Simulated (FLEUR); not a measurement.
# free Co(001) film, 4 layers: from one collinear state to anisotropy

Wanted: anisotropy for free Co(001) film, 4 layers, with the cost of each step.

Calculated with FLEUR MaX-R8.1; PBE; all-electron FLAPW film, Dirac cores, scalar-relativistic bands.

## (1) Set-up

The cell holds 4 atoms: 4 Co. Its edges and angles: a = 2.507 Å, b = 2.507 Å, c = 19.317 Å, α = 90.0°, β = 90.0°, γ = 90.0°. Layers at typed spacings, unrelaxed. Vacuum lies along c.

As a file:

```cif
data_structure
_symmetry_space_group_name_H-M 'P 1'
_symmetry_Int_Tables_number 1
_cell_length_a 2.5067
_cell_length_b 2.5067
_cell_length_c 19.3175
_cell_angle_alpha 90.000
_cell_angle_beta 90.000
_cell_angle_gamma 90.000
_cell_volume 121.38
loop_
_atom_site_label
_atom_site_type_symbol
_atom_site_fract_x
_atom_site_fract_y
_atom_site_fract_z
_atom_site_occupancy
Co1 Co 0.00000 0.00000 0.36237 1
Co2 Co 0.50000 0.50000 0.45412 1
Co3 Co 0.00000 0.00000 0.54588 1
Co4 Co 0.50000 0.50000 0.63763 1
```

## (2) Self-consistent state

The force theorems are single passes in this state's potential, so it has to be converged first.

No symmetry is used, so that later steps may turn the spins freely; k and −k are joined. FLEUR takes the sheet as a true film: the images along c are dropped, heights are typed in bohr, and the vacuum on both sides is semi-infinite. inpgen writes inp.xml from crystal.txt; cutoffs, mixing, functional, smearing and local orbitals are then set in the file. The k list scf (kpts.xml, not shown) is a Γ-centred 12×12×1 mesh; where the ranks do not divide the number of points, some are split in two of half the weight.

Contents of inp.xml:

```
<?xml version="1.0" encoding="UTF-8" standalone="no"?>
<fleurInput fleurInputVersion="0.39">
   <comment>
      Co
   </comment>
   <calculationSetup>
      <cutoffs Kmax="3.64" Gmax="10.9" GmaxXC="10.9" numbands="0"/>
      <scfLoop itmax="150" minDistance="0.00002" maxIterBroyd="15" imix="Anderson" alpha="0.03" precondParam="0.0" spinf="2.0" sdNocoIR="T"/>
      <coreElectrons ctail="F" frcor="F" kcrel="0" coretail_lmax="0"/>
      <xcFunctional name="pbe" relativisticCorrections="F"/>
      <magnetism jspins="2" l_noco="F" l_ss="F">
         <qss>0.0 0.0 0.0</qss>
         <mtNocoParams l_mperp="F" l_mtNocoPot="F" l_relaxSQA="F" mag_mixing_scheme="0" mix_RelaxWeightOffD="1.0" l_constrained="F" mix_constr="1.0"/>
         <sourceFreeMag l_sourceFree="F" l_scaleMag="F" mag_scale="1.0"/>
      </magnetism>
      <soc l_soc="F" theta="0.0" phi="0.0" spav="F"/>
      <expertModes spex="0" secvar="F"/>
      <geometryOptimization l_f="F" forcealpha="1.0" forcemix="BFGS" epsdisp="0.00001" epsforce="0.00001"/>
      <ldaU l_linMix="F" mixParam="0.05" spinf="1.0"/>
   </calculationSetup>
   <cell>
      <bzIntegration valenceElectrons="68.0" mode="hist" fermiSmearingEnergy="0.00183747">
         <kPointListSelection listName="scf"/>
         <xi:include xmlns:xi="http://www.w3.org/2001/XInclude" href="kpts.xml"> </xi:include>
      </bzIntegration>
      <xi:include xmlns:xi="http://www.w3.org/2001/XInclude" href="sym.xml"> </xi:include>
      <filmLattice scale="1.0" dVac="15.35" dTilda="17.85">
         <bravaisMatrixFilm>
            <row-1>    4.7369764765348199     0.0000000000000000</row-1>
            <row-2>    0.0000000000000000     4.7369764765348199</row-2>
         </bravaisMatrixFilm>
         <vacuumEnergyParameters vacuum="1" spinUp="-.25" spinDown="-.25"/>
         <vacuumEnergyParameters vacuum="2" spinUp="-.25" spinDown="-.25"/>
      </filmLattice>
   </cell>
   <atomSpecies>
      <species name="Cobalt (Co2.000" element="Co" atomicNumber="27">
         <mtSphere radius="2.25" gridPoints="745" logIncrement="0.016"/>
         <atomicCutoffs lmax="8" lnonsphr="6"/>
         <electronConfig flipSpins="F">
            <coreConfig>(1s1/2) (2s1/2) (2p1/2) (2p3/2)</coreConfig>
            <valenceConfig>(3s1/2) (3p1/2) (3p3/2) (4s1/2) (3d3/2) (3d5/2)</valenceConfig>
            <stateOccupation state="(3d3/2)" spinUp="1.5" spinDown="1.3"/>
            <stateOccupation state="(3d5/2)" spinUp="3.0" spinDown="1.2"/>
         </electronConfig>
         <energyParameters s="4" p="4" d="3" f="4"/>
         <lo type="SCLO" l="0" n="3" eDeriv="0"/>
         <lo type="SCLO" l="1" n="3" eDeriv="0"/>
      </species>
   </atomSpecies>
   <atomGroups>
      <atomGroup species="Cobalt (Co2.000">
         <filmPos label="                   1">.0000000000 .0000000000 -5.0242994978</filmPos>
         <force calculate="T" relaxXYZ="TTT"/>
         <nocoParams  alpha="0.0" beta="0.0"/>
      </atomGroup>
      <atomGroup species="Cobalt (Co2.000">
         <filmPos label="                   2">1.000/2.000 1.000/2.000 -1.6747664993</filmPos>
         <force calculate="T" relaxXYZ="TTT"/>
         <nocoParams  alpha="0.0" beta="0.0"/>
      </atomGroup>
      <atomGroup species="Cobalt (Co2.000">
         <filmPos label="                   3">.0000000000 .0000000000 1.6747664993</filmPos>
         <force calculate="T" relaxXYZ="TTT"/>
         <nocoParams  alpha="0.0" beta="0.0"/>
      </atomGroup>
      <atomGroup species="Cobalt (Co2.000">
         <filmPos label="                   4">1.000/2.000 1.000/2.000 5.0242994978</filmPos>
         <force calculate="T" relaxXYZ="TTT"/>
         <nocoParams  alpha="0.0" beta="0.0"/>
      </atomGroup>
   </atomGroups>
   <output dos="F" band="F" slice="F">
      <bandDOS minEnergy="-.5*Htr" maxEnergy="0.5*Htr" sigma="0.015" storeEVData="T"/>
      <plotting iplot="0" polar="F">
         <plot TwoD="T" vec1="  1.0  0.0  0.0" vec2="  0.0  1.0  0.0" vec3="  0.0  0.0  1.0" zero="  0.0  0.0 -0.5" file="plot"/>
      </plotting>
      <moessbauerParams electricFieldGradient="F" isomerShift="F" coreHyperfine="F" valenceHyperfine="F"/>
   </output>
</fleurInput>
```

Contents of crystal.txt:

```
Co
&input film=T cartesian=F /
2.50670000000  0.00000000000  0.00000000000
0.00000000000  2.50670000000  0.00000000000
0.00000000000  0.00000000000  1.00000000000
1.8897261246
1.0 1.0 1.0

4
27 0.00000000000  0.00000000000  -5.02429949782 : 2.000
27 0.50000000000  0.50000000000  -1.67476649927 : 2.000
27 0.00000000000  0.00000000000  1.67476649927 : 2.000
27 0.50000000000  0.50000000000  5.02429949782 : 2.000

&kpt div1=12 div2=12 div3=1 gamma=T /
```

Started as:

```sh
> OMP_NUM_THREADS=1 inpgen -f crystal.txt -nosym -noco > inpgen.log  # inp.xml is then edited as shown
> OMP_NUM_THREADS=1 mpirun -n 4 fleur_MPI > fleur.log
```

The log of the run:

```text
Welcome to FLEUR        (www.flapw.de)
      MaX-Release 8.1          (www.max-centre.eu)

 ========== k-point set info ==========
 Selected k-point list: scf
 k-point list type: mesh
 0 x 0 x 0
 Number of k points: 76

 ------------Calculation Setup---------------------------
 Number of MPI-tasks      :            4
 Number of PE/node        :            4
 Number of OMP-threads    :            1
 k-points in parallel     :            4
 pe's per k-point         :            1
 No of k-point loops      :           19
 Eigenvalue solver        :       lapack
 Number of basis functions:          360
 Approximate size of matrices (H+S) per k-point:         0.004 GB
 --------------------------------------------------------
 Iteration:     1   Distance:      41.97065794 me/bohr^3
 Iteration:     2   Distance:      28.38505822 me/bohr^3
 Iteration:     3   Distance:      14.84861908 me/bohr^3
 Iteration:     4   Distance:      13.76593458 me/bohr^3
 Iteration:     5   Distance:       6.40567117 me/bohr^3
 Iteration:     6   Distance:       5.78607057 me/bohr^3
 Iteration:     7   Distance:       5.10398902 me/bohr^3
 Iteration:     8   Distance:       4.71746885 me/bohr^3
 Iteration:     9   Distance:       4.79756622 me/bohr^3
 Iteration:    10   Distance:       3.21431568 me/bohr^3
[... 20 iterations left out ...]
 Iteration:    31   Distance:       0.00213358 me/bohr^3
 Iteration:    32   Distance:       0.00190854 me/bohr^3
 Iteration:    33   Distance:       0.00247361 me/bohr^3
 Iteration:    34   Distance:       0.00247152 me/bohr^3
 Iteration:    35   Distance:       0.00062505 me/bohr^3
 Iteration:    36   Distance:       0.00029944 me/bohr^3
 Iteration:    37   Distance:       0.00009852 me/bohr^3
 Iteration:    38   Distance:       0.00007642 me/bohr^3
 Iteration:    39   Distance:       0.00003387 me/bohr^3
 Iteration:    40   Distance:       0.00001887 me/bohr^3

 ********************************************************************
 Run finished successfully
 Stop message:
   all done
 ********************************************************************

--- out.xml (last complete iteration) ---
<iteration numberForCurrentRun="   40" overallNumber="   40">
         [... left out ...]
         <bandgap value="0.0000000027" units="eV"/>
         <sumValenceSingleParticleEnergies value="-93.9869045631" units="Htr"/>
         <FermiEnergy value="-0.1675570672" units="Htr"/>
         <valenceDensity>
            <mtCharges spin="1">
               <mtCharge atomType="1" total="8.8269861" s="1.1928685" p="3.1175991" d="4.5059807" f="0.0079537"/>
               <mtCharge atomType="2" total="8.8206228" s="1.1953147" p="3.1681828" d="4.4408445" f="0.0124336"/>
               <mtCharge atomType="3" total="8.8206228" s="1.1953147" p="3.1681828" d="4.4408445" f="0.0124336"/>
               <mtCharge atomType="4" total="8.8269861" s="1.1928685" p="3.1175991" d="4.5059807" f="0.0079537"/>
            </mtCharges>
            <mtCharges spin="2">
               <mtCharge atomType="1" total="6.9218681" s="1.1892845" p="3.1381618" d="2.5845717" f="0.0076293"/>
               <mtCharge atomType="2" total="7.0888272" s="1.2024059" p="3.2046391" d="2.6662911" f="0.0120321"/>
               <mtCharge atomType="3" total="7.0888272" s="1.2024059" p="3.2046391" d="2.6662911" f="0.0120321"/>
               <mtCharge atomType="4" total="6.9218680" s="1.1892845" p="3.1381618" d="2.5845715" f="0.0076293"/>
            </mtCharges>
            <spinDependentCharge spin="1" total="37.5311574" interstitial="2.1273320" mtSpheres="35.2952178" vacuum1="0.0543038" vacuum2="0.0543038"/>
            <spinDependentCharge spin="2" total="30.4688428" interstitial="2.3456612" mtSpheres="28.0213905" vacuum1="0.0508955" vacuum2="0.0508955"/>
            <totalCharge value="68.0000002284"/>
         </valenceDensity>
         [... left out ...]
         <allElectronCharges>
            <spinDependentCharge spin="1" total="57.5311574" interstitial="2.1273320" mtSpheres="55.2952178" vacuum1="0.0543038" vacuum2="0.0543038"/>
            <spinDependentCharge spin="2" total="50.4688428" interstitial="2.3456612" mtSpheres="48.0213905" vacuum1="0.0508955" vacuum2="0.0508955"/>
            <totalCharge value="108.0000002295"/>
         </allElectronCharges>
         <magneticMomentsInMTSpheres units="muBohr">
            <globalMagMoment atomType="1" vec="0.00000   0.00000   1.90512"/>
            <localMagMoment atomType="1" vec="0.00000   0.00000   1.90512"/>
            <globalMagMoment atomType="2" vec="0.00000   0.00000   1.73180"/>
            <localMagMoment atomType="2" vec="0.00000   0.00000   1.73180"/>
            <globalMagMoment atomType="3" vec="0.00000   0.00000   1.73180"/>
            <localMagMoment atomType="3" vec="0.00000   0.00000   1.73180"/>
            <globalMagMoment atomType="4" vec="0.00000   0.00000   1.90512"/>
            <localMagMoment atomType="4" vec="0.00000   0.00000   1.90512"/>
         </magneticMomentsInMTSpheres>
         <moessbauerParams unitsHFF="kG" unitsIS="e/bohr^3" unitsEFG="Htr/bohr^2">
         </moessbauerParams>
         <totalEnergy value="    -5573.8261505165" units="Htr">
            <sumOfEigenvalues value="    -3265.0675052830">
               <coreElectrons value="-3171.0806007199"/>
               <valenceElectrons value="-93.9869045631"/>
            </sumOfEigenvalues>
            <densityCoulombPotentialIntegral value="-8611.2525903304"/>
            <densityEffectivePotentialIntegral value="-8921.2053901065"/>
            <chargeDenXCDenIntegral value="-238.6973190021"/>
            <FockExchangeEnergyValence value="0.0000000000"/>
            <FockExchangeEnergyCore value="0.0000000000"/>
            <atomTypeDependentContributions atomType="1">
               <electronNucleiInteractionDifferentMTs value="1666.5159049200"/>
               <MadelungTerm value="-4.9054839430"/>
            </atomTypeDependentContributions>
            <atomTypeDependentContributions atomType="2">
               <electronNucleiInteractionDifferentMTs value="1667.5230161399"/>
               <MadelungTerm value="-3.8758055062"/>
            </atomTypeDependentContributions>
            <atomTypeDependentContributions atomType="3">
               <electronNucleiInteractionDifferentMTs value="1667.5230162156"/>
               <MadelungTerm value="-3.8758055179"/>
            </atomTypeDependentContributions>
            <atomTypeDependentContributions atomType="4">
               <electronNucleiInteractionDifferentMTs value="1666.5159050214"/>
               <MadelungTerm value="-4.9054839087"/>
            </atomTypeDependentContributions>
            <tkbTimesEntropy value="0.0013681358"/>
            <freeEnergy value="-5573.8275186523"/>
            <extrapolationTo0K value="-5573.8268345844"/>
         </totalEnergy>
         <densityConvergence units="me/bohr^3">
            <chargeDensity spin="1" distance="0.0000104303"/>
            <chargeDensity spin="2" distance="0.0000144579"/>
            <overallChargeDensity distance="0.0000167246"/>
            <spinDensity distance="0.0000188663"/>
         </densityConvergence>
      </iteration>
```

Wall time 3.3 min (4 MPI ranks of Intel Xeon Platinum 8488C (Sapphire Rapids), shared host); peak memory 0.91 GiB; 13 min of CPU time.

Spin moment in the muffin-tin sphere by atom:

```tsv
atom	spin moment in the muffin-tin sphere (μB)
Co1	1.91
Co2	1.73
Co3	1.73
Co4	1.91
```

Read from the output:

```
free energy                                                       : -151671.5735 eV
program's band gap on this mesh (in a metal only a level spacing) : 2.70e-9 eV
magnetization                                                     : 7.062 μB
final state                                                       : ferromagnetic
```

After 40 cycles the largest moment stands at 1.91 μB.

## (3) Anisotropy by the force theorem, rung 1

Anisotropy is a small difference, so it is taken from sums over occupied states at a frozen potential, where most errors cancel.

One pass with spin–orbit coupling for each direction, from the saved density. Inversion lets half of the mesh serve, which the program's warning doesn't know. The k list mae (kpts.xml, not shown) is a Γ-centred 20×20×1 mesh.

Edit inp.xml of step 2 so:

```diff
@@ -6,4 +6,4 @@
    <calculationSetup>
-      <cutoffs Kmax="3.64" Gmax="10.9" GmaxXC="10.9" numbands="0"/>
-      <scfLoop itmax="150" minDistance="0.00002" maxIterBroyd="15" imix="Anderson" alpha="0.03" precondParam="0.0" spinf="2.0" sdNocoIR="T"/>
+      <cutoffs Kmax="3.64" Gmax="10.9" GmaxXC="10.9" numbands="132"/>
+      <scfLoop itmax="1" minDistance="0.00002" maxIterBroyd="15" imix="Anderson" alpha="0.03" precondParam="0.0" spinf="2.0" sdNocoIR="T"/>
       <coreElectrons ctail="F" frcor="F" kcrel="0" coretail_lmax="0"/>
@@ -15,3 +15,3 @@
       </magnetism>
-      <soc l_soc="F" theta="0.0" phi="0.0" spav="F"/>
+      <soc l_soc="T" theta="0.0" phi="0.0" spav="F"/>
       <expertModes spex="0" secvar="F"/>
@@ -22,3 +22,3 @@
       <bzIntegration valenceElectrons="68.0" mode="hist" fermiSmearingEnergy="0.00183747">
-         <kPointListSelection listName="scf"/>
+         <kPointListSelection listName="mae"/>
          <xi:include xmlns:xi="http://www.w3.org/2001/XInclude" href="kpts.xml"> </xi:include>
@@ -79,2 +79,5 @@
    </output>
+   <forceTheorem>
+      <MAE theta="0.0 1.5707963 1.5707963" phi="0.0 0.0 1.5707963"/>
+   </forceTheorem>
 </fleurInput>
```

Started as:

```sh
> OMP_NUM_THREADS=1 mpirun -n 4 fleur_MPI -warn_only > fleur.log
```

The log of the run:

```text
[banner, memory and clock lines left out]
Welcome to FLEUR        (www.flapw.de)
      MaX-Release 8.1          (www.max-centre.eu)
************FLEUR-Warning*****************
Error message: k-point set is not compatible to missing time-reversal symmetry in calculation.
Error occurred in subroutine: gen_bz
Error from PE:0/4
Other PEs with error messages:
     1-k-point set is not compatible to missing time-reversal symmetry in calculation.
     2-k-point set is not compatible to missing time-reversal symmetry in calculation.
     3-k-point set is not compatible to missing time-reversal symmetry in calculation.
*****************************************

 ========== k-point set info ==========
 Selected k-point list: mae
 k-point list type: mesh
 0 x 0 x 0
 Number of k points: 204

************FLEUR-Warning*****************
Error message: k-point set is not compatible to missing time-reversal symmetry in calculation.
Error occurred in subroutine: gen_bz
Error from PE:1/4
Other PEs with error messages:
     3-k-point set is not compatible to missing time-reversal symmetry in calculation.
*****************************************
 [... set-up left out ...]
 ********************************************************************
 Run finished successfully
 Stop message:
   Forcetheorem MAE
 ********************************************************************

--- out.xml (force theorem) ---
<Forcetheorem_MAE Angles="3" units="Htr">
            <Angle theta="0.0000000" phi="0.0000000" ev-sum="-93.989548582"/>
            <Angle theta="1.5707963" phi="0.0000000" ev-sum="-93.989567635"/>
            <Angle theta="1.5707963" phi="1.5707963" ev-sum="-93.989567635"/>
         </Forcetheorem_MAE>
```

Wall time 58 s (4 MPI ranks); peak memory 1.1 GiB; 3.9 min of CPU time.

Anisotropy energies, by row:

```tsv
axis	x	y	z	band energy less the first axis' (meV a cell)
z	0	0	1	0
x	1	0	0	-0.5185
y	0	1	0	-0.5185
```

Shape anisotropy is not in these numbers.

## (4) Energy against the direction of the moments, rung 2

A second rung shows how far the first can be trusted.

The k list mae (kpts.xml, not shown) is a Γ-centred 30×30×1 mesh.

inp.xml is that of step 3.

The log of the run:

```text
[banner, memory and clock lines left out]
Welcome to FLEUR        (www.flapw.de)
      MaX-Release 8.1          (www.max-centre.eu)
************FLEUR-Warning*****************
Error message: k-point set is not compatible to missing time-reversal symmetry in calculation.
Error occurred in subroutine: gen_bz
Error from PE:0/4
*****************************************

 ========== k-point set info ==========
 Selected k-point list: mae
 k-point list type: mesh
 0 x 0 x 0
 Number of k points: 452

 [... set-up left out ...]
 ********************************************************************
 Run finished successfully
 Stop message:
   Forcetheorem MAE
 ********************************************************************

--- out.xml (force theorem) ---
<Forcetheorem_MAE Angles="3" units="Htr">
            <Angle theta="0.0000000" phi="0.0000000" ev-sum="-93.989511317"/>
            <Angle theta="1.5707963" phi="0.0000000" ev-sum="-93.989528347"/>
            <Angle theta="1.5707963" phi="1.5707963" ev-sum="-93.989528347"/>
         </Forcetheorem_MAE>
```

The job ended after 2.1 min (4 MPI ranks; peak memory 1.8 GiB).

Anisotropy energies, by row:

```tsv
axis	x	y	z	band energy less the first axis' (meV a cell)
z	0	0	1	0
x	1	0	0	-0.4634
y	0	1	0	-0.4634
```

[end of part 1 of 2]

[Logs and program files are shortened in this print: banners, set-up blocks, solver, clock and traceback lines can be left out without a mark of their own.]

[Logs are printed without paths, hosts, clocks, repeated set-up lines and the standing remarks that a program may print on its own settings, such as how far it seeks lower states.]

[Hosts, paths, dates, database ids (printed as entryN), source tags and the programs' standing remarks are cut or masked in the printed files.]

[Where a cell is said to come from a database of computed structures, the database is the Materials Project.]
